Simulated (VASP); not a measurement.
# ZnS (Wurtzite-2H) (P6_3mc) in VASP: single point with PBE

Aim: the single point of ZnS (Wurtzite-2H) with PBE.

Everything below comes from runs of VASP 6.6.1. Logs are shortened: lines on timing, memory, paths and dates and some standing lists are left out, and cuts for length are marked.

**Experimental background.**

A printed reference work, monograph reports, for a bulk crystal of ZnS at 4 K: band gap 3.911 eV (direct).

How close the calculation comes is told below.

### Step 1. The cell of the first run

The structure is hexagonal, space group P6_3mc (No. 186). The conventional cell has a = 3.811 Å, b = 3.811 Å, c = 6.234 Å, α = 90.00°, β = 90.00°, γ = 120.00°. Within 3.1 Å of Zn (site symmetry 3m) lie 4 S at 2.31 to 2.40 Å. S (site symmetry 3m) has 4 Zn at 2.31 to 2.40 Å within 3.1 Å.

### Step 2. Single point, PBE

Input file INCAR:

```
SYSTEM = ZnS
PREC     = Accurate       ! precision mode
ENCUT    = 500            ! plane-wave cutoff, eV
EDIFF    = 1E-6           ! SCF threshold, eV
ISMEAR   = 0              ! smearing method
SIGMA    = 0.01           ! smearing width, eV
LREAL    = .False.        ! projectors in reciprocal space
LASPH    = .True.         ! aspherical terms in the spheres
NELM     = 120            ! most SCF steps
ALGO     = Normal         ! electronic algorithm
ISIF     = 2              ! what is computed and relaxed
LWAVE    = .False.        ! write WAVECAR
LCHARG   = .False.        ! write CHGCAR
GGA      = PE             ! functional
NBANDS   = 26             ! bands
GGA_COMPAT= .False.
```

Input file KPOINTS:

```
regular mesh
0
Gamma
  6 6 3
  0 0 0
```

Input file POSCAR:

```
ZnS
1.0
    3.8110000000      0.0000000000      0.0000000000
   -1.9055000000      3.3004228100      0.0000000000
    0.0000000000      0.0000000000      6.2340000000
Zn S
2 2
Direct
    0.3333333300      0.6666666700      0.0000000000
    0.6666666700      0.3333333300      0.5000000000
    0.3333333300      0.6666666700      0.3850000000
    0.6666666700      0.3333333300      0.8850000000
```

Potentials or basis: VASP PAW PBE potentials, release 64 (Zn, S).

Run with:

```console
$ cat potpaw_PBE.64/Zn/POTCAR potpaw_PBE.64/S/POTCAR > POTCAR
$ mpirun -np 1 vasp_std > vasp.out
```

OUTCAR:

```text
SYSTEM = ZnS
   PREC = Accurate
   ENCUT = 500
   EDIFF = 1E-6
   ISMEAR = 0
   LREAL = .False.
   LASPH = .True.
   NELM = 120
   ISIF = 2
   GGA = PE

 ion  position               nearest neighbor table
   1  0.333  0.667  0.000-   4 2.31   4 2.31   4 2.31   3 2.40
   2  0.667  0.333  0.500-   3 2.31   3 2.31   3 2.31   4 2.40
   3  0.333  0.667  0.385-   2 2.31   2 2.31   2 2.31   1 2.40
   4  0.667  0.333  0.885-   1 2.31   1 2.31   1 2.31   2 2.40

  LATTYP: Found a hexagonal cell.
 ALAT       =     3.8110000000
 C/A-ratio  =     1.6357911309

  Lattice vectors:

 A1 = (   3.8110000000,   0.0000000000,   0.0000000000)
 A2 = (  -1.9055000000,   3.3004228100,   0.0000000000)
 A3 = (   0.0000000000,   0.0000000000,   6.2340000000)

Analysis of symmetry for initial positions (statically):
=====================================================================
 Subroutine PRICEL returns:
 Original cell was already a primitive cell.

 Routine SETGRP: Setting up the symmetry group for a
 hexagonal supercell.

 Subroutine GETGRP returns: Found 12 space group operations
 (whereof  6 operations were pure point group operations)
 out of a pool of 24 trial point group operations.

The static configuration has the point symmetry C_3v.
 The point group associated with its full space group is C_6v.

Analysis of symmetry for dynamics (positions and initial velocities):
=====================================================================
 Subroutine PRICEL returns:
 Original cell was already a primitive cell.

 Routine SETGRP: Setting up the symmetry group for a
 hexagonal supercell.

 Subroutine GETGRP returns: Found 12 space group operations
 (whereof  6 operations were pure point group operations)
 out of a pool of 24 trial point group operations.

The dynamic configuration has the point symmetry C_3v.
 The point group associated with its full space group is C_6v.

 Subroutine INISYM returns: Found 12 space group operations
 (whereof  6 operations are pure point group operations),
 and found     1 'primitive' translations

----------------------------------------------------------------------------------------

                                     Primitive cell

  volume of cell :      78.4107

  direct lattice vectors                    reciprocal lattice vectors
     3.811000000  0.000000000  0.000000000     0.262398321  0.151495741  0.000000000
    -1.905500000  3.300422810  0.000000000     0.000000000  0.302991482  0.000000000
     0.000000000  0.000000000  6.234000000     0.000000000  0.000000000  0.160410651

  length of vectors
     3.811000000  3.810999997  6.234000000     0.302991482  0.302991482  0.160410651

  position of ions in fractional coordinates (direct lattice)
     0.333333330  0.666666670  0.000000000
     0.666666670  0.333333330  0.500000000
     0.333333330  0.666666670  0.385000000
     0.666666670  0.333333330  0.885000000

  ion indices of the primitive-cell ions
   primitive index   ion index
                 1           1
                 2           2
                 3           3
                 4           4

----------------------------------------------------------------------------------------

 KPOINTS: regular mesh

Automatic generation of k-mesh.
 Grid dimensions read from file:
 generate k-points for:    6    6    3

 Generating k-lattice:

  Cartesian coordinates                     Fractional coordinates (reciprocal lattice)
     0.043733053  0.025249290  0.000000000     0.166666667  0.000000000  0.000000000
     0.000000000  0.050498580  0.000000000     0.000000000  0.166666667  0.000000000
     0.000000000  0.000000000  0.053470217     0.000000000  0.000000000  0.333333333

  Length of vectors
     0.050498580  0.050498580  0.053470217

  Shift w.r.t. Gamma in fractional coordinates (k-lattice)
     0.000000000  0.000000000  0.000000000

 Subroutine IBZKPT returns following result:
 ===========================================

 Found     14 irreducible k-points:

 Following reciprocal coordinates:
            Coordinates               Weight
  0.000000  0.000000  0.000000      1.000000
  0.166667  0.000000  0.000000      6.000000
  0.333333  0.000000  0.000000      6.000000
  0.500000  0.000000  0.000000      3.000000
  0.166667  0.166667  0.000000      6.000000
  0.333333  0.166667  0.000000     12.000000
  0.333333  0.333333  0.000000      2.000000
  0.000000  0.000000  0.333333      2.000000
  0.166667  0.000000  0.333333     12.000000
  0.333333  0.000000  0.333333     12.000000
  0.500000  0.000000  0.333333      6.000000
  0.166667  0.166667  0.333333     12.000000
  0.333333  0.166667  0.333333     24.000000
  0.333333  0.333333  0.333333      4.000000
   k-points           NKPTS =     14   k-points in BZ     NKDIM =     14   number of bands    NBANDS=     26
   number of dos      NEDOS =    301   number of ions     NIONS =      4
   total plane-waves  NPLWV =  37632
   dimension x,y,z NGX =    28 NGY =   28 NGZ =   48
   dimension x,y,z NGXF=    56 NGYF=   56 NGZF=   96
   ions per type =               2   2
   NGX,Y,Z   is equivalent  to a cutoff of  12.21, 12.21, 12.80 a.u.
   NGXF,Y,Z  is equivalent  to a cutoff of  24.43, 24.43, 25.60 a.u.
 SYSTEM =  ZnS
   PREC   = accura    normal or accurate (medium, high low for compatibility)
   ISTART =      0    job   : 0-new  1-cont  2-samecut
   ICHARG =      2    charge: 1-file 2-atom 10-const
   ISPIN  =      1    spin polarized calculation?
   LNONCOLLINEAR =      F non collinear calculations
   LSORBIT =      F    spin-orbit coupling
   LASPH  =      T    aspherical Exc in radial PAW
   ENCUT  =  500.0 eV  36.75 Ry    6.06 a.u.   6.95  6.95 11.37*2*pi/ulx,y,z
   NELM   =    120;   NELMIN=  2; NELMDL= -5     # of ELM steps
   EDIFF  = 0.1E-05   stopping-criterion for ELM
   LREAL  =      F    real-space projection
   EDIFFG = 0.1E-04   stopping-criterion for IOM
   NSW    =      0    number of steps for IOM
   IBRION =     -1    ionic relax: 0-MD 1-quasi-New 2-CG
   NFREE  =      0    steps in history (QN), initial steepest desc. (CG)
   ISIF   =      2    stress and relaxation
   ISYM   =      2    0-nonsym 1-usesym 2-fastsym
   POTIM  = 0.5000    time-step for ionic-motion
   TEBEG  =    0.0;   TEEND  =   0.0 temperature during run
   PSTRESS=    0.0 pullay stress
   NELECT =      36.0000    total number of electrons
   NUPDOWN=      -1.0000    fix difference up-down
   EMIN   =  10.00;   EMAX   =-10.00  energy-range for DOS
   EFERMI =   0.00;   METHOD = LEGACY
   ISMEAR =     0;   SIGMA  =   0.01  broadening in eV -4-tet -1-fermi 0-gaus
   EFERMI_NEDOS =   21; number of points for ismear=-14 and -15
   IALGO  =     38    algorithm
   IMIX   =      4    mixing-type and parameters
     AMIX     =   0.40;   BMIX     =  1.00
     AMIX_MAG =   1.60;   BMIX_MAG =  1.00
  volume/ion in A,a.u.               =      19.60       132.29
  Fermi-wavevector in a.u.,A,eV,Ry     =   1.262943  2.386617 21.701647  1.595026
  Thomas-Fermi vector in A             =   2.396326
   LORBIT       =      0    0 simple, 1 ext, 2 COOP (PROOUT), +10 PAW based schemes
   GGA     = PE    functional components
   LHFCALC =     F    Hartree Fock is set to
   AEXX    =    0.0000 exact exchange contribution
   IVDW    =     0    specifies the selected vdW correction
   LEPSILON=     F    determine dielectric tensor
   LRPA    =     F    only Hartree local field effects (RPA)
 non-spin polarized calculation
 Gauss-broadening in eV      SIGMA  =   0.01
  energy-cutoff  :      500.00
  volume of cell :       78.41
 maximum number of plane-waves:      2007
 NGX is ok and might be reduce to    28
   NGX = 13   NGY = 13   NGZ = 23

 number of electron      35.9999977 magnetization

 Free energy of the ion-electron system (eV)
  ---------------------------------------------------
  ext. energy  EPLUGINS =         0.00000000
  ---------------------------------------------------
  free energy    TOTEN  =       -13.64856096 eV

  energy without entropy =      -13.64856096  energy(sigma->0) =      -13.64856096

 E-fermi :   2.2644     XC(G=0):  -9.6504

 val. band max:        2.1645373932   @ k =   0.0000   0.0000   0.0000
 cond. band min:       4.4169692124   @ k =   0.0000   0.0000   0.0000
 fundamental gap:      2.2524318192
 Fermi energy:         2.2644186698

 k-point     1 :       0.0000    0.0000    0.0000
  band No.  band energies     occupation
      1     -11.0291      2.00000
      2     -10.1059      2.00000
      3      -4.2061      2.00000
      4      -4.2061      2.00000
      5      -4.1418      2.00000
      6      -4.1418      2.00000
[... 18 lines left out ...]
     25       9.7863      0.00000
     26      11.4743      0.00000

 k-point     2 :       0.1667    0.0000    0.0000
  band No.  band energies     occupation
      1     -10.8439      2.00000
      2     -10.0020      2.00000
      3      -4.2179      2.00000
      4      -4.1637      2.00000
      5      -4.1292      2.00000
      6      -4.0865      2.00000
[... 18 lines left out ...]
     25      10.4528      0.00000
     26      10.6186      0.00000

 k-point     3 :       0.3333    0.0000    0.0000
  band No.  band energies     occupation
      1     -10.3994      2.00000
      2      -9.8140      2.00000
      3      -4.1973      2.00000
      4      -4.0919      2.00000
      5      -4.0769      2.00000
      6      -3.9655      2.00000
[... 18 lines left out ...]
     25      10.8436      0.00000
     26      11.8388      0.00000

 k-point     4 :       0.5000    0.0000    0.0000
  band No.  band energies     occupation
      1     -10.0929      2.00000
      2      -9.7712      2.00000
      3      -4.1704      2.00000
      4      -4.0662      2.00000
      5      -3.9537      2.00000
      6      -3.9033      2.00000
[... 18 lines left out ...]
     25      11.2493      0.00000
     26      13.5317      0.00000

 k-point     5 :       0.1667    0.1667    0.0000
  band No.  band energies     occupation
      1     -10.5254      2.00000
      2      -9.8554      2.00000
      3      -4.1776      2.00000
      4      -4.1328      2.00000
      5      -4.0569      2.00000
      6      -4.0531      2.00000
[... 18 lines left out ...]
     25      10.9071      0.00000
     26      11.0946      0.00000

 k-point     6 :       0.3333    0.1667    0.0000
  band No.  band energies     occupation
      1     -10.1072      2.00000
      2      -9.7643      2.00000
      3      -4.1382      2.00000
      4      -4.0590      2.00000
      5      -3.9237      2.00000
      6      -3.9217      2.00000
[... 137 lines left out ...]
 k-point    11 :       0.5000    0.0000    0.3333
  band No.  band energies     occupation
      1     -10.0057      2.00000
      2      -9.8438      2.00000
      3      -4.1860      2.00000
      4      -4.1051      2.00000
      5      -4.0263      2.00000
      6      -3.9438      2.00000
[... 18 lines left out ...]
     25      12.0067      0.00000
     26      12.3373      0.00000

 k-point    12 :       0.1667    0.1667    0.3333
  band No.  band energies     occupation
      1     -10.3675      2.00000
      2     -10.0326      2.00000
      3      -4.1844      2.00000
      4      -4.1366      2.00000
      5      -4.0749      2.00000
      6      -4.0700      2.00000
[... 18 lines left out ...]
     25      10.2881      0.00000
     26      11.2412      0.00000

 k-point    13 :       0.3333    0.1667    0.3333
  band No.  band energies     occupation
      1     -10.0156      2.00000
      2      -9.8430      2.00000
      3      -4.1295      2.00000
      4      -4.0645      2.00000
      5      -4.0158      2.00000
      6      -3.9466      2.00000
[... 18 lines left out ...]
     25      11.2992      0.00000
     26      11.6774      0.00000

 k-point    14 :       0.3333    0.3333    0.3333
  band No.  band energies     occupation
      1      -9.8365      2.00000
      2      -9.8365      2.00000
      3      -4.0765      2.00000
      4      -3.9970      2.00000
      5      -3.9970      2.00000
      6      -3.9347      2.00000
[... 18 lines left out ...]
     25      12.0753      0.00000
     26      12.2122      0.00000

------------------------ aborting loop because EDIFF is reached ----------------------------------------

  FORCE on cell =-STRESS in cart. coord.  units (eV):
  Direction    XX          YY          ZZ          XY          YZ          ZX
  --------------------------------------------------------------------------------------
  -------------------------------------------------------------------------------------
  Total        1.5626880      1.5626880      0.5468532      0.0000000      0.0000000      0.0000000
  in kB       31.9306344     31.9306343     11.1739322      0.0000000      0.0000000      0.0000000
  external PRESSURE =      25.0117336 kB  Pullay stress =       0.0000000 kB

 VOLUME and BASIS-vectors are now :
 -----------------------------------------------------------------------------
  energy-cutoff  :      500.00
  volume of cell :       78.41
      direct lattice vectors                 reciprocal lattice vectors
     3.811000000  0.000000000  0.000000000     0.262398321  0.151495741  0.000000000
    -1.905500000  3.300422810  0.000000000     0.000000000  0.302991482  0.000000000
     0.000000000  0.000000000  6.234000000     0.000000000  0.000000000  0.160410651

 POSITION                                       TOTAL-FORCE (eV/Angst)
 -----------------------------------------------------------------------------------
     -0.00000      2.20028      0.00000         0.000000      0.000000      0.323654
      1.90550      1.10014      3.11700        -0.000000     -0.000000      0.323654
     -0.00000      2.20028      2.40009         0.000000     -0.000000     -0.323654
      1.90550      1.10014      5.51709        -0.000000      0.000000     -0.323654
 -----------------------------------------------------------------------------------
    total drift:                               -0.000010      0.000005      0.000367

  FREE ENERGIE OF THE ION-ELECTRON SYSTEM (eV)
  ---------------------------------------------------
  free  energy   TOTEN  =       -13.6485609622 eV

  energy  without entropy=      -13.6485609622  energy(sigma->0) =      -13.64856096
```

Wall time 24 s (1 thread of Intel Xeon 8259CL, shared host); peak memory 0.19 GiB.

What came out:

```
Free energy            : -13.6486 eV
Pressure               : 2.5 GPa
Largest force          : 0.324 eV/Å
Band gap on the k mesh : 2.25 eV, direct
```

Forces in eV/Å, atoms in the order of the input:
```
Zn   0.000  0.000  0.324
Zn   0.000  0.000  0.324
S    0.000  0.000 -0.324
S    0.000  0.000 -0.324
```

### Step 3. Comparison with measurements

Step 2. Measured gap of ZnS: 3.911 eV (direct; 4 K; a printed reference work, monograph). This calculation gives 2.25 eV (-1.66 eV). The value is that of PBE, without temperature or zero-point motion. Semilocal functionals fall short of measured gaps as a rule.
